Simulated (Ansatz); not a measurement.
# ²⁷Al NMR of the central transition in Al2O3 at a changed volume

Cell: a measured structure from the Crystallography Open Database (COD), relaxed with PBE at fixed cell and then changed (volume scaled by 0.94, ions relaxed).

Space group R-3c:H (No. 167); a = 4.6633, c = 12.7303 Å, γ = 120.00°.

| site | Wyckoff | site symmetry | x | y | z |
| --- | --- | --- | --- | --- | --- |
| Al | 12c | 3. | 0.0000 | 0.0000 | 0.8518 |
| O | 18e | .2 | 0.9738 | 0.3333 | 0.0833 |

One atom of each set is listed; the run and its k-mesh use a cell of 10 atoms with edges of 5.03, 5.03, 5.03 Å.

Level of theory: DFT, PBE, plane waves and PAW, scalar-relativistic, 420 eV cutoff, Γ-centred 8×8×8 k-points, Fermi–Dirac smearing 0.02 eV (Ansatz 0.2.0).

²⁷Al has I = 5/2 and Q = 146.6 mb (Pyykkö 2018); at 16.4 T its Larmor frequency is ν₀ = 182.1 MHz. Only the quadrupole interaction is simulated: positions count from each site's isotropic chemical shift, and J coupling is left out, as are shift anisotropy and dipolar coupling, which fast spinning averages.

Question: Give C_Q, η, the quadrupolar product P_Q = |C_Q|(1 + η²/3)^½, the second-order isotropic shift and the breadth of the pattern (fast magic-angle spinning) for each Al site.

Answer: 

| site | first shell | C_Q (MHz) | η | P_Q (MHz) | δ_QIS (ppm) | breadth (kHz) |
| --- | --- | --- | --- | --- | --- | --- |
| Al | 6 O at 1.82–1.93 Å | 2.10 | 0.00 | 2.10 | -0.798 | 0.311 |

δ_QIS = −(ν_Q²/30ν₀²)[I(I+1) − 3/4](1 + η²/3) × 10⁶ ppm with ν_Q = 3|C_Q|/[2I(2I−1)]; it falls as 1/B₀² in ppm, and the breadth as 1/B₀ in kHz.

An axis of threefold or higher order runs through Al, so V_zz lies along it and η is zero.

At this changed cell the PBE pressure is 25 GPa.

The relaxation (3 steps) took 9.3 s of wall time (24 s of CPU time) and 0.54 GiB at its peak, on 4 threads of Intel Xeon Platinum 8488C (Sapphire Rapids) (x86_64; 16 cores open to the job, memory cap 8.0 GiB, no GPU), a shared host with a load of 0.4 a core.
